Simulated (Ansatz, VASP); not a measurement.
# Two plane-wave programs on GaN

Contents of INCAR:

```
PREC = Accurate ; ENCUT = 520
EDIFF = 1E-7 ; ISMEAR = -1
SIGMA = 0.02 ; LREAL = F
LASPH = T ; NELM = 80
ALGO = Normal ; ISIF = 2
LWAVE = F ; LCHARG = F
GGA = PE ; NBANDS = 16
```

The input KPOINTS:

```
Automatic mesh
0
Gamma
  10 10 10
```

POSCAR

```
GaN
1.0
    0.0224895254      2.2714420690      2.2714420690
    2.2714420690      0.0224895254      2.2714420690
    2.2714420690      2.2714420690      0.0224895254
Ga N
1 1
Direct
    0.0006617303      0.0006617303      0.0006617303
    0.2493382697      0.2493382697      0.2493382697
```

Input for Ansatz:

```yaml
crystal:
  lattice:
    - [0.0224895254, 2.271442069, 2.271442069]
    - [2.271442069, 0.0224895254, 2.271442069]
    - [2.271442069, 2.271442069, 0.0224895254]
  atoms:
    - { symbol: Ga, position: [0.0006617303, 0.0006617303, 0.0006617303] }
    - { symbol: "N", position: [0.2493382697, 0.2493382697, 0.2493382697] }
kpoints:
  mp_grid: { grid: [10, 10, 10] }
  band_path:
    path:
      - [0.0, 0.0, 0.0]
      - [-0.5, -0.5, 0.0]
      - [-0.375, -0.375, 0.25]
      - [-0.375, 0.0, 0.375]
      - [0.0, 0.0, 0.5]
      - [-0.5, -0.25, 0.25]
    npoints: 1
hamiltonian:
  xc: pbe
scf:
  occupations: { method: fermi_dirac, width: 0.02 }
  n_extra_bands: 4
output:
  forces: true
  stress: true
  eigenvalues: true
```

Change from the starting cell: shear_111 strain +1.5%.

Alike in both runs: task single point; functional PBE; k mesh 10 × 10 × 10; occupations fermi-dirac, width 0.02 eV; no spin polarisation.

|  | VASP | Ansatz |
| --- | --- | --- |
| version | VASP 6.6.1 | Ansatz 0.2.0 |
| potentials or method | VASP PAW PBE potentials, release 64 (Ga_d, N) | plane waves, PAW |
| plane-wave cutoff (eV) | 520 | 420 |
| valence electrons in the cell | 18 | 18 |

|  | VASP | Ansatz | Ansatz less VASP |
| --- | --- | --- | --- |
| gap on the k mesh at the Fermi level (eV) | 1.63 | 1.62 | -0.007 |
| pressure (GPa) | 3.4 | 3.4 | -0.05 |
| largest component of the traceless stress (GPa) | 1.52 | 1.52 | -0.001 |
| rms of the force components (eV/Å) | 0.006 | 0.006 | +0.0007 |

Atom by atom the forces differ by 0.001 eV/Å (rms over components). With one functional, cell and mesh, what is left measures potentials, basis and numerics.
